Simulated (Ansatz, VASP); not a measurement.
Two plane-wave programs on Ge

Contents of INCAR:

```
  PREC = Accurate
  ENCUT = 520
  EDIFF = 1E-6
  ISMEAR = -1
  SIGMA = 0.05
  LREAL = False
  LASPH = True
  NELM = 60
  ALGO = Normal
  ISIF = 2
  LWAVE = False
  LCHARG = False
  GGA = PE
  NBANDS = 13
```

The input KPOINTS:

```
regular mesh
0
Gamma
  10 10 10
```

File POSCAR:

```
Ge
1.0
    2.6551387601      0.0000000000      0.0000000000
    0.0000000000      2.6551387601      0.0000000000
    0.0000000000      0.0000000000      2.6551387601
Ge
1
Direct
    0.0000000000      0.0000000000      0.0000000000
```

input.yaml

```yaml
crystal:
  lattice:
    - [2.6551387601, 0.0, 0.0]
    - [0.0, 2.6551387601, 0.0]
    - [0.0, 0.0, 2.6551387601]
  atoms:
    - { symbol: Ge, position: [0.0, 0.0, 0.0] }
hamiltonian:
  xc: pbe
  pseudopotentials: { kind: paw, azcp: { folder: soft_1 } }
kpoints:
  mp_grid: { grid: [10, 10, 10] }
scf:
  occupations: { method: fermi_dirac, width: 0.05 }
output:
  forces: true
  stress: true
  eigenvalues: true
  write_density: true
  write_potential: true
  elf: true
  volumetric_format: npy
```

The cell was built by a generator and needn't be a form met in nature.

Alike in both runs: task single point; functional PBE; k mesh 10 × 10 × 10; occupations fermi-dirac, width 0.05 eV; no spin polarisation.

|  | VASP | Ansatz |
| --- | --- | --- |
| version | VASP 6.6.1 | Ansatz 0.2.0 |
| potentials or method | VASP PAW PBE potentials, release 64 (Ge_d) | Ansatz PAW soft_1 |
| plane-wave cutoff (eV) | 520 | 420 |
| valence electrons in the cell | 14 | 14 |

Ansatz gave:

* gap on the k mesh at the Fermi level (eV): none
* pressure (GPa): 4.2

Q: What did VASP give for the same quantities?

A: gap on the k mesh at the Fermi level (eV): none; pressure (GPa): 4.1.

A gap of «none» marks a metal or a gap that the smearing closes.
